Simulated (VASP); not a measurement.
# SiC (Moissanite 3C) (F-43m) in VASP: notebook, part 2 of 2

VASP 6.6.1. The steps go on from the part before.

## Step 6: Single point, r2SCAN

INCAR reads:

```
PREC     = Accurate       # precision mode
ENCUT    = 460            # plane-wave cutoff, eV
EDIFF    = 1E-7           # SCF threshold, eV
ISMEAR   = 0              # smearing method
SIGMA    = 0.05           # smearing width, eV
LREAL    = F              # projectors in reciprocal space
LASPH    = T              # aspherical terms in the spheres
NELM     = 100            # most SCF steps
ALGO     = Normal         # electronic algorithm
ISIF     = 2              # what is computed and relaxed
LWAVE    = F              # write WAVECAR
LCHARG   = F              # write CHGCAR
METAGGA  = R2SCAN         # meta-GGA
LMIXTAU  = T            
ADDGRID  = F
```

KPOINTS reads:

```
regular mesh
0
Gamma
  5 5 5
```

POSCAR reads:

```
SiC
1.0
    0.0000000000      2.1790000000      2.1790000000
    2.1790000000      0.0000000000      2.1790000000
    2.1790000000      2.1790000000      0.0000000000
Si C
1 1
Direct
    0.0000000000      0.0000000000      0.0000000000
    0.7500000000      0.7500000000      0.7500000000
```

Potentials or basis: VASP PAW PBE potentials, release 64 (Si, C).

Command:

```
$ cat potpaw_PBE.64/Si/POTCAR potpaw_PBE.64/C/POTCAR > POTCAR
$ mpirun -np 1 vasp_std > vasp.out
```

OUTCAR:

```text
PREC = Accurate
   ENCUT = 460
   EDIFF = 1E-7
   ISMEAR = 0
   LREAL = F
   LASPH = T
   NELM = 100
   ISIF = 2
   METAGGA = R2SCAN

 Found     10 irreducible k-points:

 Following reciprocal coordinates:
            Coordinates               Weight
  0.000000  0.000000  0.000000      1.000000
  0.200000  0.000000  0.000000      8.000000
  0.400000  0.000000  0.000000      8.000000
  0.200000  0.200000  0.000000      6.000000
  0.400000  0.200000  0.000000     24.000000
 -0.400000  0.200000  0.000000     24.000000
   k-points           NKPTS =     10   k-points in BZ     NKDIM =     10   number of bands    NBANDS=      8
   number of dos      NEDOS =    301   number of ions     NIONS =      2
   total plane-waves  NPLWV =  13824
   dimension x,y,z NGX =    24 NGY =   24 NGZ =   24
   dimension x,y,z NGXF=    48 NGYF=   48 NGZF=   48
   ions per type =               1   1
   NGX,Y,Z   is equivalent  to a cutoff of  12.95, 12.95, 12.95 a.u.
   NGXF,Y,Z  is equivalent  to a cutoff of  25.90, 25.90, 25.90 a.u.
 SYSTEM =  unknown system
   PREC   = accura    normal or accurate (medium, high low for compatibility)
   ISTART =      0    job   : 0-new  1-cont  2-samecut
   ICHARG =      2    charge: 1-file 2-atom 10-const
   ISPIN  =      1    spin polarized calculation?
   LNONCOLLINEAR =      F non collinear calculations
   LSORBIT =      F    spin-orbit coupling
   LASPH  =      T    aspherical Exc in radial PAW
   ENCUT  =  460.0 eV  33.81 Ry    5.81 a.u.   5.39  5.39  5.39*2*pi/ulx,y,z
   NELM   =    100;   NELMIN=  2; NELMDL= -5     # of ELM steps
   EDIFF  = 0.1E-06   stopping-criterion for ELM
   LREAL  =      F    real-space projection
   EDIFFG = 0.1E-05   stopping-criterion for IOM
   NSW    =      0    number of steps for IOM
   IBRION =     -1    ionic relax: 0-MD 1-quasi-New 2-CG
   NFREE  =      0    steps in history (QN), initial steepest desc. (CG)
   ISIF   =      2    stress and relaxation
   ISYM   =      2    0-nonsym 1-usesym 2-fastsym
   POTIM  = 0.5000    time-step for ionic-motion
   TEBEG  =    0.0;   TEEND  =   0.0 temperature during run
   PSTRESS=    0.0 pullay stress
   NELECT =       8.0000    total number of electrons
   NUPDOWN=      -1.0000    fix difference up-down
   EMIN   =  10.00;   EMAX   =-10.00  energy-range for DOS
   EFERMI =   0.00;   METHOD = LEGACY
   ISMEAR =     0;   SIGMA  =   0.05  broadening in eV -4-tet -1-fermi 0-gaus
   EFERMI_NEDOS =   21; number of points for ismear=-14 and -15
   IALGO  =     38    algorithm
   IMIX   =      4    mixing-type and parameters
     AMIX     =   0.40;   BMIX     =  1.00
     AMIX_MAG =   1.60;   BMIX_MAG =  1.00
  volume/ion in A,a.u.               =      10.35        69.82
  Fermi-wavevector in a.u.,A,eV,Ry     =   1.192626  2.253736 19.352338  1.422357
  Thomas-Fermi vector in A             =   2.328660
   LORBIT       =      0    0 simple, 1 ext, 2 COOP (PROOUT), +10 PAW based schemes
   METAGGA = R2SCAN    functional components
   LHFCALC =     F    Hartree Fock is set to
   AEXX    =    0.0000 exact exchange contribution
   IVDW    =     0    specifies the selected vdW correction
   LEPSILON=     F    determine dielectric tensor
   LRPA    =     F    only Hartree local field effects (RPA)
 non-spin polarized calculation
 Gauss-broadening in eV      SIGMA  =   0.05
  energy-cutoff  :      460.00
  volume of cell :       20.69
 maximum number of plane-waves:       483
 NGX is ok and might be reduce to    24
   NGX = 11   NGY = 11   NGZ = 11

 number of electron       8.0000001 magnetization

 Free energy of the ion-electron system (eV)
  ---------------------------------------------------
  ext. energy  EPLUGINS =         0.00000000
  ---------------------------------------------------
  free energy    TOTEN  =       -19.29661822 eV

  energy without entropy =      -19.29661822  energy(sigma->0) =      -19.29661822

 E-fermi :   8.2654     XC(G=0): -11.9285

 val. band max:        8.0004985336   @ k =   0.0000   0.0000   0.0000
 cond. band min:      10.2025442053   @ k =   0.4000   0.4000   0.0000
 fundamental gap:      2.2020456717
 Fermi energy:         8.2653824414

 k-point     1 :       0.0000    0.0000    0.0000
  band No.  band energies     occupation
      1      -8.1854      2.00000
      2       8.0005      2.00000
      3       8.0005      2.00000
      4       8.0005      2.00000
      5      14.8315      0.00000
      6      15.8352      0.00000
      7      15.8352      0.00000
      8      15.8352      0.00000

 k-point     2 :       0.2000    0.0000    0.0000
  band No.  band energies     occupation
      1      -7.3856      2.00000
      2       4.7382      2.00000
      3       7.5373      2.00000
      4       7.5373      2.00000
      5      14.7682      0.00000
      6      16.4752      0.00000
      7      16.4752      0.00000
      8      17.5368      0.00000

 k-point     3 :       0.4000    0.0000    0.0000
  band No.  band energies     occupation
      1      -5.2731      2.00000
      2       0.2171      2.00000
      3       6.9728      2.00000
      4       6.9728      2.00000
      5      14.0765      0.00000
      6      15.9151      0.00000
      7      15.9151      0.00000
      8      18.9378      0.00000

 k-point     4 :       0.2000    0.2000    0.0000
  band No.  band energies     occupation
      1      -7.1175      2.00000
      2       5.4934      2.00000
      3       6.4877      2.00000
      4       6.4877      2.00000
      5      13.4681      0.00000
      6      15.6729      0.00000
      7      18.3326      0.00000
      8      18.3326      0.00000

 k-point     5 :       0.4000    0.2000    0.0000
  band No.  band energies     occupation
      1      -5.3923      2.00000
      2       1.9114      2.00000
      3       5.2978      2.00000
      4       5.8539      2.00000
      5      12.7892      0.00000
      6      16.1970      0.00000
      7      18.2519      0.00000
      8      18.7040      0.00000

 k-point     6 :      -0.4000    0.2000    0.0000
  band No.  band energies     occupation
      1      -4.0855      2.00000
      2      -0.0616      2.00000
      3       4.1344      2.00000
      4       6.2574      2.00000
      5      13.3076      0.00000
      6      16.9417      0.00000
      7      17.6601      0.00000
      8      20.0933      0.00000

 [... further k-points ...]

------------------------ aborting loop because EDIFF is reached ----------------------------------------

  FORCE on cell =-STRESS in cart. coord.  units (eV):
  Direction    XX          YY          ZZ          XY          YZ          ZX
  --------------------------------------------------------------------------------------
  -------------------------------------------------------------------------------------
  Total       -0.0508778     -0.0508778     -0.0508778     -0.0000000     -0.0000000     -0.0000000
  in kB       -3.9394661     -3.9394661     -3.9394661     -0.0000000     -0.0000000     -0.0000000
  external PRESSURE =      -3.9394661 kB  Pullay stress =       0.0000000 kB

 VOLUME and BASIS-vectors are now :
 -----------------------------------------------------------------------------
  energy-cutoff  :      460.00
  volume of cell :       20.69
      direct lattice vectors                 reciprocal lattice vectors
     0.000000000  2.179000000  2.179000000    -0.229463056  0.229463056  0.229463056
     2.179000000  0.000000000  2.179000000     0.229463056 -0.229463056  0.229463056
     2.179000000  2.179000000  0.000000000     0.229463056  0.229463056 -0.229463056

 POSITION                                       TOTAL-FORCE (eV/Angst)
 -----------------------------------------------------------------------------------
      0.00000      0.00000      0.00000        -0.000000     -0.000000     -0.000000
      3.26850      3.26850      3.26850         0.000000      0.000000      0.000000
 -----------------------------------------------------------------------------------
    total drift:                                0.000001      0.000001      0.000001

  FREE ENERGIE OF THE ION-ELECTRON SYSTEM (eV)
  ---------------------------------------------------
  free  energy   TOTEN  =       -19.2966182186 eV

  energy  without entropy=      -19.2966182186  energy(sigma->0) =      -19.29661822
```

Run time: 7.7 s. Hardware: 1 thread of Intel Xeon 6975P-C (Granite Rapids), shared host; peak memory 0.13 GiB.

The run converged, but some of its settings lie outside the range that counts as converged, so its numbers aren't taken as properties of the crystal.

Results:

```yaml
Free_energy: -19.2966 eV
Pressure: -0.4 GPa
Band_gap_on_the_k_mesh: 2.20 eV, indirect (least direct gap 5.32 eV)
```

Caveat: the k mesh is coarse (spacing up to 0.50 Å⁻¹), so the values aren't converged; the cutoff is under 1.25 times the usual one of these potentials, so pressure, stress and relaxed cells hold a basis-set (Pulay) error; the PAW data sets were made with another functional, which shifts forces and pressure a little; an odd mesh through Γ misses points on the zone boundary, where band edges often lie.

## Step 7: The reference run

An earlier run on the cell as given: functional PBE; potentials or basis VASP PAW PBE potentials, release 64 (Si, C); cutoff 520 eV; k mesh 10 × 10 × 10; occupations fermi-dirac, width 0.05 eV; no spin polarisation.

- Pressure: 3.2 GPa
- Band gap on the k mesh: 1.36 eV, indirect (least direct gap 4.54 eV)
